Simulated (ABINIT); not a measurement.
Runs of ABINIT 10.8.3 (patched build) on TiC. It takes space group Fm-3m (No. 225, cubic). The conventional cell has a = 4.331 Å, b = 4.331 Å, c = 4.331 Å, α = 90.00°, β = 90.00°, γ = 90.00°. Around Ti (site symmetry m-3m) lie 6 C at 2.17 Å. C (site symmetry m-3m) has 6 Ti at 2.17 Å as nearest neighbours. The cell is a database's computed one.

```tsv
task	level	potentials or basis	k mesh	cutoff (eV)	dispersion computed by	fine-grid cutoff	V0 of scaled cells (Å³/atom)	B0 (GPa)
equation of state	PBE+D3(BJ)	JTH PAW PBE v2.0	11 × 11 × 11	517	simple-dftd3 1.7.0	1034.03 eV	9.90	269
equation of state	PBE+D4	JTH PAW PBE v2.0	11 × 11 × 11	517	dftd4 4.3.1	1034.03 eV	(a)	268
equation of state	PBE	JTH PAW PBE v2.0	11 × 11 × 11	517	-	1034.03 eV	(c)	248
equation of state	WC	JTH PAW PBE v2.0	11 × 11 × 11	626	-	1224.51 eV	9.95	266
equation of state	PBE+D3	JTH PAW PBE v2.0	11 × 11 × 11	517	simple-dftd3 1.7.0	1034.03 eV	(b)	266
```

Alike in all rows: no spin polarisation; cell as given; smearing fermi-dirac 0.05 eV.

Estimate the missing entries.

(a) 9.99; (b) 9.98; (c) 10.19.

Caveats: pressures at fixed basis lie under the slope of the energies; the PAW data sets were made with another functional, which shifts forces and pressure a little (some runs).
